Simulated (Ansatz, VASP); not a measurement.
This is a calculation of WC (Qusongite) for VASP 6.6.1. 

File INCAR:

```
ALGO = Normal
EDIFF = 1E-6
ENCUT = 520
GGA = PE
ISIF = 2
ISMEAR = 0
LASPH = T
LCHARG = T
LELF = T
LREAL = F
LVHAR = T
LWAVE = F
NBANDS = 16
NELM = 60
PREC = Accurate
SIGMA = 0.015
```

Contents of KPOINTS:

```
k-points
0
Gamma
  10 10 9
```

The input POSCAR:

```
WC
1.0
    2.9065000000      0.0000000000      0.0000000000
   -1.4532500000      2.5171028361      0.0000000000
    0.0000000000      0.0000000000      2.8366000000
W C
1 1
Direct
    0.0000000000      0.0000000000      0.0000000000
    0.6666666667      0.3333333333      0.5000000000
```

Potentials or basis: VASP PAW PBE potentials, release 64 (W_sv, C).

Run with:

```bash
$ cat potpaw_PBE.64/W_sv/POTCAR potpaw_PBE.64/C/POTCAR > POTCAR
$ mpirun -np 1 vasp_std > vasp.out
```

Task: Set up the same calculation for Ansatz 0.2.0. Potentials or basis there: Ansatz PAW, cutoff 420 eV.

Result: As run (cutoffs and basis follow the program's own potentials, and thresholds, step limits or extra output files can differ):

File input.yaml:

```yaml
crystal:
  lattice:
    - [2.9065, 0.0, 0.0]
    - [-1.45325, 2.5171028361, 0.0]
    - [0.0, 0.0, 2.8366]
  atoms:
    - { symbol: W, position: [0.0, 0.0, 0.0] }
    - { symbol: C, position: [0.6666666667, 0.3333333333, 0.5] }
hamiltonian:
  xc: pbe
  pseudopotentials: { kind: paw }
kpoints:
  mp_grid: { grid: [10, 10, 9] }
scf:
  occupations: { method: gaussian, width: 0.015 }
output:
  forces: true
  stress: true
  eigenvalues: true
```

Potentials or basis: Ansatz PAW.

The run is started by

```sh
$ ansatz run input.yaml --threads 2 --pin off --max-ram 5632MiB --backend cpu --events-out ev --progress --plain --runs-dir out
```

Both were run:

|  | VASP | Ansatz |
| --- | --- | --- |
| Pressure | 6.7 GPa | 5.6 GPa |

Ansatz's pressure holds a Pulay term of +0.31 GPa for its cutoff of 420 eV, which the other run lacks.

Where Ansatz's input types no cutoff or centring, it takes its own default and a Γ-centred mesh.

Pressure is positive in compression.
